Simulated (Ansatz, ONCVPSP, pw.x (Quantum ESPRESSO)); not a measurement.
Equation-of-state test of one ONCV potential (hafnium)

ONCVPSP 4.0.1 input, shortened (lines: element, Z, core and valence counts, functional; n l f; lmax; l rc ep ncon nbas qcut; lloc lpopt rc5 dvloc0; l nproj debl; icmod fcfact rcfact), PBE, scalar-relativistic:

```
  Hf 72.00   10    4        4      upf
    1    0    2.00
    2    0    2.00
    2    1    6.00
    3    0    2.00
    3    1    6.00
    3    2   10.00
    4    0    2.00
    4    1    6.00
    4    2   10.00
    4    3   14.00
    5    0    2.00
    5    1    6.00
    5    2    2.00
    6    0    2.00
    2
    0    1.90    0.00    4    7    7.20
    1    2.15    0.00    4    7    6.00
    2    3.25    0.00    3    7    4.30
    4    5    1.55    6.00
    0    2    2.20
    1    2    2.80
    2    2    0.50
    3    5.25    1.65
```

Crystal test: diamond Hf in pw.x 7.5, no spin, 8³ k-points, Fermi–Dirac smearing 0.01 Ry, cutoffs 50/200 Ry. The reference is all-electron LAPW (Ansatz 0.2.0) with the same functional, mesh and smearing; V0 and B0 come from Birch–Murnaghan fits to the pressures at five volumes. Errors are pseudo minus all-electron; Δ is the rms difference of the E(V) curves that follow from these fits, minima aligned, over ±6 % about the mean V0. Mesh and smearing are coarse, so the numbers serve the comparison and aren't converged zero-temperature values; the lattice is a test structure that the element need not adopt.

All-electron: a0 = 6.558 Å (V0 = 35.25 Å³/atom), B0 = 29.4 GPa.

Question: How far does the potential miss the all-electron equation of state?

Answer: mean pressure error (GPa): -0.81; a0 (Å): 6.491; a0 error (%): -1.01; B0 error (%): -9.9; Δ (meV/atom): 6.6. The largest radius (3.25 bohr) exceeds half the bond length (2.68 bohr), so the spheres overlap, which is one possible source of error among others. This is a poor potential for the solid. Atomic configuration tests: 1 of 4 tests not solved or not reliable.

```
V (Å³/atom)  P all-electron (GPa)  P pseudo (GPa)
     33.483                  1.58            0.56
     34.364                  0.76           -0.13
     35.245                  0.00           -0.79
     36.126                 -0.71           -1.42
     37.007                 -1.37           -2.01
```

Question: At the middle volume, how do free energy and pressure move when the wave cutoff is lowered (ecutrho kept at four times it)?

Answer:

```tsv
cutoff (Ry)	shift of F (meV/atom)	shift of P (GPa)
22	+1423.0	-21.21
30	+201.1	-4.94
40	+8.2	-0.37
```

The run at the middle volume (29 k-points, 8 iterations) took about 25 s on one core of a shared host (Intel(R) Xeon(R) Platinum 8259CL CPU @ 2.50GHz, 96 threads, 755 GiB, load 117).
